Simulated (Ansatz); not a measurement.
Crystal: HfO2.

```
Hf O
1.0
     5.08032    0.00000    0.00000
     0.00000    5.16487    0.00000
     0.00000    0.00000    4.89088
Hf O
4 8
Direct
  0.22259 0.78180 0.27207
  0.72259 0.71820 0.72793
  0.77741 0.21820 0.27207
  0.27741 0.28180 0.72793
  0.18682 0.16365 0.10453
  0.68682 0.33635 0.89547
  0.81318 0.83635 0.10453
  0.31318 0.66365 0.89547
  0.00000 0.50000 0.48905
  0.50000 0.00000 0.51095
  0.00000 0.00000 0.57562
  0.50000 0.50000 0.42438
```

The cell comes from a database or a generator and needn't be the stable form of this composition.

| Property | Result |
| --- | --- |
| Program | Ansatz 0.2.0 |
| Task | relaxation of cell and atoms |
| Functional | RPBE |
| Potentials or basis | Ansatz PAW |
| Cutoff | 420 eV (not typed: the program's choice for these potentials) |
| k mesh | 5 × 5 × 6 |
| Occupations | fermi-dirac, width 0.05 eV |
| Spin | no spin polarisation |

At the start: volume 10.69 Å³/atom.

Question: Where does the relaxation end?

Answer: It ends after 16 steps and the volume is 11.54 Å³/atom (+7.9 %); space group Pbcm (No. 57, to 0.05 Å).

Step by step:
```csv
step,energy change (eV),largest force (eV/Å),volume (Å³)
1,0.0000,0.2405,128.33
2,-0.2702,0.2956,138.09
3,-0.3062,0.1151,136.32
4,-0.3100,0.0364,136.21
5,-0.3112,0.0415,136.31
6,-0.3199,0.0350,136.66
7,-0.3223,0.0827,136.93
8,-0.3357,0.0287,137.62
9,-0.3386,0.0075,137.74
10,-0.3384,0.0023,137.87
11,-0.3385,0.0128,137.86
12,-0.3384,0.0034,137.88
13,-0.4032,0.0050,137.88
14,-0.4021,0.0039,138.44
15,-0.4018,0.0006,138.51
16,-0.4045,0.0007,138.51
```

Final structure:
```yaml
crystal:
  lattice:
    - [5.16119, 0.00000, 0.00000]
    - [0.00000, 5.33334, 0.00000]
    - [0.00000, 0.00000, 5.03206]
  atoms:
    - { symbol: Hf, position: [0.25002, 0.78097, 0.27362] }
    - { symbol: Hf, position: [0.75002, 0.71903, 0.72638] }
    - { symbol: Hf, position: [0.74998, 0.21903, 0.27362] }
    - { symbol: Hf, position: [0.24998, 0.28097, 0.72638] }
    - { symbol: O, position: [0.25005, 0.13016, 0.09230] }
    - { symbol: O, position: [0.75005, 0.36984, 0.90770] }
    - { symbol: O, position: [0.74995, 0.86984, 0.09230] }
    - { symbol: O, position: [0.24995, 0.63016, 0.90770] }
    - { symbol: O, position: [0.00000, 0.50000, 0.45033] }
    - { symbol: O, position: [0.50000, 0.00000, 0.54967] }
    - { symbol: O, position: [0.00000, 0.00000, 0.54962] }
    - { symbol: O, position: [0.50000, 0.50000, 0.45038] }
```

Caveat: the plane-wave basis is chosen anew once the cell has moved, so the energies of steps on either side of that aren't comparable; the pressure holds a Pulay correction of +0.7 GPa for the finite cutoff; the PAW data sets come from PBE, with cores solved anew for the run's functional, which leaves a small shift of forces and pressure.
